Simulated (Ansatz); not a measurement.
TiB: enthalpy against pressure

TiB, F-43m, a = 4.907 Å. The structure is a COD entry; whether it is the stable form wasn't checked. Ansatz: PBEsol, PAW, 420 eV, Γ-centred 14×14×14 mesh on 2 atoms, Gaussian smearing 0.10 eV; no spin polarisation. Cell and atoms are relaxed at each pressure, and no other structure is tried, so the rows at high pressure may lie past a change of phase. y is the enthalpy over the state at zero pressure; there V0 = 14.766 Å³/atom. The pressures are the targets, met within 0.08 GPa.

```tsv
P (GPa)	y (eV/atom)
-2.0	-0.1861
0.0	0.0000
2.0	0.1827
5.0	0.4508
10.0	?
20.0	1.7080
40.0	3.2255
```

Task: Fit y = c1 P + c2 P² + c3 P³ to the other rows, say what c1 and c2 mean, and predict the missing value.

Result: Least squares on the rows shown. y = 0.092072 P − 0.00038158 P² + 2.3927×10⁻⁶ P³. Since dH/dP = V, c1 is V0: 0.092072 eV/GPa × 160.2 = 14.750 Å³ against 14.766; c2 = −V0/(2B0) gives B0 = 121 GPa, where a Birch–Murnaghan fit to the volumes of the same runs (not shown) gives 108 GPa: a cubic over this range folds the higher terms into c2. At P = 10.0 the fit asked for gives 0.8850 eV/atom. The run gave 0.8840 eV/atom, so the fit is 0.0010 eV/atom too high, 0.029 % of the span of the series, against an rms of 0.0002 eV/atom on the fitted rows. With a term in P⁴ added, a fit to the same known rows predicts 0.8839 eV/atom, so most of the miss is curvature that the known rows already hold.

The mesh isn't the same in all rows (14×14×14, 16×16×16).